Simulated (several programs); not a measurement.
# Many methods on one cell: Sn (lonsdaleite)

Sn in the lonsdaleite structure, relaxed with r2SCAN in Ansatz, was computed with several methods. It is hexagonal, P6_3/mmc (No. 194); conventional cell a = 4.635 Å, c = 7.614 Å, 35.41 Å³ an atom. Around Sn lie 4 Sn at 2.84–2.85 Å. All values are calculated for a non-magnetic cell, which may be hypothetical.

```xyz
4
Lattice="4.6349 0.0000 0.0000 -2.3175 4.0140 0.0000 0.0000 0.0000 7.6139" Properties=species:S:1:pos:R:3 pbc="T T T"
Sn    0.0000    2.6760    0.0018
Sn    2.3175    1.3380    3.8088
Sn    0.0000    2.6760    2.8534
Sn    2.3175    1.3380    6.6603
```

Gaps and times are for a single point on this cell; volume and bulk modulus come from each method's own relaxation or energy curve at fixed shape, which is too stiff where a cell has free coordinates or axes. Times are rough, from shared hosts (Arm Neoverse V1; Arm Neoverse V2), and each method has its own mesh and cell size. A double dagger marks a value from a curve with shape and coordinates held. The energy curve of PM7 (MOPAC) is jagged, so its SCF state, and with it the gap, is in doubt. PM6 (MOPAC), PM7 (MOPAC), GFN1-xTB (tblite), GFN2-xTB (tblite) treat a cluster of cells at its zone centre, which samples few k points: where these miss a band edge, the gap comes out too large for that reason alone. Gaps from k meshes are read at a limited set of points (mesh, symmetry points, PBE's band edges), so each method's own least gap may be somewhat smaller. xTB and the PM methods were fitted mostly to molecules, and can miss a solid's gap by electronvolts. Minimal bases can be far off for gaps. Times of the plane-wave rungs are withheld (a dash), since they come from other jobs, hosts and meshes; the meshes of hybrids and Hartree-Fock don't converge their gaps to the digits shown. d marks a direct gap, i an indirect one (no mark: not told apart), a dash a value that wasn't computed or didn't pass its checks.

| method | kind | gap (eV) | own volume (Å³/atom) | bulk modulus (GPa) | atoms computed | processor time |
| --- | --- | --- | --- | --- | --- | --- |
| PBEsol | semilocal | – | 34.96 | – | 4 | – |
| light PBE (260 eV, its own mesh) | light plane-wave | overlap 0.23 | – | – | 4 | 1.3 s |
| GFN1-xTB (tblite) | tight binding | 0 | 35.00‡ | 58‡ | cluster | 2.3 s |
| GFN2-xTB (tblite) | tight binding | 0 | 34.30‡ | 40‡ | cluster | 5 s |
| PBE | semilocal | overlap 0.22 | 36.85 | 36‡ | 4 | – |
| PBE/SZV (CP2K) | small basis | 0 | 36.59‡ | 42‡ | 4 | 6.9 s |
| LDA | semilocal | overlap 0.23 | 33.92 | – | 4 | – |
| PM6 (MOPAC) | semi-empirical | 2.28 | – | – | cluster | 9.1 s |
| PBE/single zeta (GPAW) | small basis | overlap 0.10 | – | – | 4 | 11 s |
| r2SCAN | semilocal | 0 | 35.41 | 43‡ | 4 | – |
| PM7 (MOPAC) | semi-empirical | 3.85 | – | – | cluster | 17 s |
| PBE/DZVP (CP2K) | small basis | overlap 0.19 | 37.29‡ | 35‡ | 4 | 19 s |
| PBE+SOC | semilocal | 0.21 d | – | – | 4 | – |
| HSE06 | hybrid | 0.03 i | 35.33 | – | 4 | – |

Volumes against r2SCAN's: PBEsol -1.3 %, PBE +4.0 %, LDA -4.2 %, HSE06 -0.2 %.

With PBE and r2SCAN the bands overlap or touch, or nearly. Semilocal functionals can close a real gap, so this doesn't show a metal; small gaps of other methods may in turn close between the points read or with spin-orbit coupling, and the solid may be a semimetal.

Only the rows marked +SOC include spin-orbit coupling.
